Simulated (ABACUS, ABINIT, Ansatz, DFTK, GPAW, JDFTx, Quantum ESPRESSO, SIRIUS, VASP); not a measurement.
**Ag: programs and potentials compared**

```
Ag
1.0
     0.00000    2.04275    2.04275
     2.04275    0.00000    2.04275
     2.04275    2.04275    0.00000
Ag
1
Direct
  0.00000 0.00000 0.00000
```

Alike in all runs: task single point; functional PBEsol; k mesh 11 × 11 × 11; occupations fermi-dirac, width 0.05 eV; no spin polarisation; no spin-orbit coupling. Pressure is positive in compression and, in plane waves, holds the error of the finite cutoff.

| program and potentials | plane-wave cutoff (eV) | notes | pressure (GPa) |
| --- | --- | --- | --- |
| ABACUS, PseudoDojo NC SR 0.4.1 PBEsol standard, plane waves | 1116 | 19 valence electrons an atom on average | -3.09 |
| JDFTx, PseudoDojo-SR-PBEsol-0.4.1-standard with smoothed tails | 1116 | 19 valence electrons an atom on average | -3.09 |
| DFTK, PseudoDojo SR PBEsol 0.4.1 standard (PBEsol) | 1116 | 19 valence electrons an atom on average | -3.10 |
| Ansatz, all-electron LAPW, scalar-relativistic | - | - | -2.92 |
| VASP, PBE PAW files Ag, 520 eV | 520 | potentials made for PBE; 11 valence electrons an atom on average | -3.09 |
| SIRIUS, PseudoDojo 0.4.1 PBEsol standard (scalar relativistic) | 1127 | 19 valence electrons an atom on average | -3.04 |
| Quantum ESPRESSO, GBRV 1.5 PBEsol | 762 | 19 valence electrons an atom on average | -3.22 |
| GPAW, PAW data sets generated for this functional | 600 | 17 valence electrons an atom on average | -2.87 |
| ABINIT, PseudoDojo NC SR PBEsol v0.4.1 standard | 1116 | 19 valence electrons an atom on average | -3.10 |

The pressure spans -3.22 (Quantum ESPRESSO, GBRV 1.5 PBEsol) to -2.87 GPa (GPAW, PAW data sets generated for this functional), with all-electron results at -2.92.

Differences between rows come from potentials, basis sets and numerical settings, since the functional is the same but for its coding. Runs on potential files found faulty are left out.
